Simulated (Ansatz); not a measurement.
**HfO2: relaxation of cell and atoms with PBE+U**

Crystal: HfO2.

```
Hf O
1.0
     5.08032    0.00000    0.00000
     0.00000    5.16487    0.00000
     0.00000    0.00000    4.89088
Hf O
4 8
Direct
  0.22259 0.78180 0.27207
  0.72259 0.71820 0.72793
  0.77741 0.21820 0.27207
  0.27741 0.28180 0.72793
  0.18682 0.16365 0.10453
  0.68682 0.33635 0.89547
  0.81318 0.83635 0.10453
  0.31318 0.66365 0.89547
  0.00000 0.50000 0.48905
  0.50000 0.00000 0.51095
  0.00000 0.00000 0.57562
  0.50000 0.50000 0.42438
```

The cell comes from a database or a generator and needn't be the stable form of this composition.

```json
{
 "Program": "Ansatz 0.2.0",
 "Task": "relaxation of cell and atoms",
 "Functional": "PBE",
 "Potentials or basis": "Ansatz PAW",
 "Cutoff": "420 eV (not typed: the program's choice for these potentials)",
 "k mesh": "5 × 5 × 6",
 "Occupations": "fermi-dirac, width 0.05 eV",
 "Spin": "no spin polarisation",
 "Hubbard terms": "Hf d U = 3.5 eV",
 "Hubbard projectors": "ortho-atomic (the default)",
 "Double counting": "fll (the default)"
}
```

| Item | Value |
| --- | --- |
| Relaxed volume | 11.37 Å³/atom |
| Relaxed cell | a = 5.227 Å, b = 5.233 Å, c = 4.985 Å, α = 90.00°, β = 90.00°, γ = 90.00° |
| Space group after relaxing (to 0.05 Å) | P-42_1m (No. 113) |
| Energy gained by relaxing | 30.1 meV/atom |
| Ionic steps | 11 |
| Pressure after relaxing | 0.0 GPa |
| Band gap on the k mesh | 4.10 eV, indirect (least direct gap 4.18 eV) |

The path:
```csv
step,energy change (eV),largest force (eV/Å),volume (Å³)
1,0.0000,0.4107,128.33
2,-0.2626,0.2748,137.81
3,-0.2956,0.1902,136.06
4,-0.3021,0.0899,135.90
5,-0.3053,0.0143,135.93
6,-0.3059,0.0057,135.95
7,-0.3061,0.0010,135.95
8,-0.3606,0.0049,135.95
9,-0.3597,0.0076,136.33
10,-0.3595,0.0018,136.38
11,-0.3616,0.0019,136.38
```

Final structure:
```
CELL_PARAMETERS angstrom
5.22735 0.00000 0.00000
0.00000 5.23347 0.00000
0.00000 0.00000 4.98532
ATOMIC_POSITIONS crystal
Hf 0.21824 0.78200 0.27161
Hf 0.71824 0.71800 0.72839
Hf 0.78176 0.21800 0.27161
Hf 0.28176 0.28200 0.72839
O 0.17427 0.17278 0.10408
O 0.67427 0.32722 0.89592
O 0.82573 0.82722 0.10408
O 0.32573 0.67278 0.89592
O 0.00000 0.50000 0.49933
O 0.50000 0.00000 0.50067
O 0.00000 0.00000 0.57295
O 0.50000 0.50000 0.42705
```

Levels at points of the mesh, in eV from the valence-band top:
```
            k point  band 74  band 75  band 76  band 77  band 78  band 79
 (0.00, 0.00, 0.00)    -0.24    -0.08    -0.08     4.10     5.08     5.53
(0.00, 0.00, -0.50)    -0.78     0.00     0.00     4.39     5.04     5.79
```

Eigenvalues of the final occupation matrices:
```tsv
site	spin	trace	eigenvalues
site 1	1	1.00	0.15 0.15 0.21 0.23 0.26
site 2	1	1.00	0.15 0.15 0.21 0.23 0.26
site 3	1	1.00	0.15 0.15 0.21 0.23 0.26
site 4	1	1.00	0.15 0.15 0.21 0.23 0.26
```

Run time: 4.3 min on 4 threads of Arm Neoverse V1 (shared host), peak memory 0.94 GiB.

Caveat: odd divisions of the mesh miss points on the zone boundary, where band edges often lie, so the gap on the mesh can be too wide; the plane-wave basis is chosen anew once the cell has moved, so the energies of steps on either side of that aren't comparable; the pressure holds a Pulay correction of +0.8 GPa for the finite cutoff; spin-orbit coupling is left out, which moves the levels of the heavy elements. A k mesh can miss the band edges.
